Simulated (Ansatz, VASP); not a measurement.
## Cs: VASP beside Ansatz

```
Cs
1.0
    -3.26430    3.26430    2.90160
     3.26430   -3.26430    2.90160
     3.26430    3.26430   -2.90160
Cs
1
Direct
  0.00000 0.00000 0.00000
```

Change from the starting cell: strain +0.080 along x and y, -0.040 along z, atoms carried along.

Alike in both runs: task single point; functional PBE; k mesh 12 × 12 × 12; occupations gaussian, width 0.15 eV; no spin polarisation.

|  | VASP | Ansatz |
| --- | --- | --- |
| version | VASP 6.6.1 | Ansatz 0.2.0 |
| potentials or method | VASP PAW PBE potentials, release 64 (Cs_sv) | scalar-relativistic, plane waves, PAW |
| plane-wave cutoff (eV) | 520 | 420 |
| valence electrons in the cell | 9 | 9 |

```tsv
	VASP	Ansatz	Ansatz less VASP
gap on the k mesh at the Fermi level (eV)	none	none	-
pressure (GPa)	-0.1	-0.1	+0.01
```

A gap of «none» marks a metal or a gap that the smearing closes.

The runs have no spin-orbit coupling, so splittings on Cs are missing.
